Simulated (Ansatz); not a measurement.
AlSb (zinc blende)

```
AlSb
1.0
    0.00000     3.08865     3.08865
    3.08865     0.00000     3.08865
    3.08865     3.08865     0.00000
Sb Al
1 1
Cartesian
  1.54432   1.54432   1.54432
  0.00000   0.00000   0.00000
```

Two coordinates are scanned: the volume, and the ratio of the stretch along z (the conventional c axis) to the stretch across it. Atoms keep their fractional coordinates.

Calculation: r2SCAN (plane waves to 500 eV, PAW, scalar-relativistic; Ansatz, a program for electronic structure). k mesh 13×13×13 (Γ-centred), Fermi-Dirac smearing 0.05 eV. Compression counts positive. AlSb was relaxed with its symmetry unable to fall. Spin-orbit coupling is left out, though Sb is heavy. 

```csv
P (GPa),V/V₀ = 0.960,V/V₀ = 0.980,V/V₀ = 1.000,V/V₀ = 1.020,V/V₀ = 1.040
(c/a)/(c/a)₀ = 0.920,2.32,1.03,…,…,-2.11
(c/a)/(c/a)₀ = 0.960,2.45,1.14,-0.03,-1.08,-2.03
(c/a)/(c/a)₀ = 1.000,2.49,…,0.00,-1.05,-2.00
(c/a)/(c/a)₀ = 1.040,2.45,1.15,-0.02,-1.08,-2.02
(c/a)/(c/a)₀ = 1.080,2.37,1.07,-0.10,-1.14,-2.08
```

**Question.** Some entries are withheld; supply them.

**Answer.** 
- (c/a)/(c/a)₀ = 0.920, V/V₀ = 1.000: -0.13
- (c/a)/(c/a)₀ = 0.920, V/V₀ = 1.020: -1.18
- (c/a)/(c/a)₀ = 1.000, V/V₀ = 0.980: 1.18

(A scan under strain: stresses follow from slopes of the energy per volume, elastic moduli from its curvatures.)
